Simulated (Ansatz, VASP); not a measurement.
## Two plane-wave programs on MgO

```
CELL_PARAMETERS angstrom
3.30779 0.00000 0.00000
-1.65389 2.86463 0.00000
0.00000 0.00000 4.98288
ATOMIC_POSITIONS crystal
Mg 0.33333 0.66667 0.00216
Mg 0.66667 0.33333 0.50216
O 0.41593 0.72713 0.43720
O 0.74926 0.39380 0.93720
```

Change from the starting cell: all O atoms moved +0.300 Å, as atom 3 along Cartesian [1 1 1].

Alike in both runs: task single point; functional PBE; k mesh 9 × 9 × 6; occupations gaussian, width 0.05 eV; no spin polarisation.

|  | VASP | Ansatz |
| --- | --- | --- |
| version | VASP 6.6.1 | Ansatz 0.2.0 |
| potentials or method | VASP PAW PBE potentials, release 64 (Mg, O) | scalar-relativistic, plane waves, PAW |
| plane-wave cutoff (eV) | 520 | 420 |
| valence electrons in the cell | 16 | 32 |

```tsv
	VASP	Ansatz	Ansatz less VASP
gap on the k mesh at the Fermi level (eV)	3.15	3.17	+0.015
least direct gap on the mesh (eV)	3.15	3.17	+0.015
pressure (GPa)	10.5	10.5	+0.08
largest component of the traceless stress (GPa)	15.56	15.24	-0.313
rms of the force components (eV/Å)	2.385	2.335	-0.0501
```

Atom by atom the forces differ by 0.051 eV/Å (rms over components). The functional is the same, so the differences come from potentials, cutoffs and numerics. The two sets of potentials don't hold the same shells in valence.

Caveats: an odd mesh through Γ misses points on the zone boundary, where band edges often lie; forces of over 1 eV/Å show positions far from the minimum, so gaps and moduli don't describe the material at rest.
